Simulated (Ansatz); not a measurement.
## Al under strain

Level of theory: DFT PBEsol, scalar-relativistic, plane waves, PAW (Ansatz 0.2.0). (420 eV cutoff, 18×18×14 k-mesh, Gaussian smearing of 0.10 eV, no spin polarisation)

Starting point, cell and atoms relaxed:

```xyz
2
Lattice="2.0077 2.0077 0.0000 -2.0077 2.0077 0.0000 0.0000 0.0000 4.0154" Properties=species:S:1:pos:R:3 pbc="T T T"
Al    0.0000    0.0000    0.0000
Al    0.0000    2.0077    2.0077
```

Deformation: c alone is stretched, the rest of the cell is held and the atoms relax, all within the symmetry that the strain leaves. Energies are extrapolated to zero smearing. Stress is positive in compression, on the Cartesian axes of the cell above. On this cell's mesh the reference holds a stress of up to 0.18 GPa.

Strains computed: -4.5, -3.0, -1.5, +1.5, +3.0, +4.5 %.

At which strain does the energy stand 12.1 meV/atom over the relaxed crystal with σxx = -2.55, σyy = -2.55, σzz = -4.39 GPa?

+4.5 %.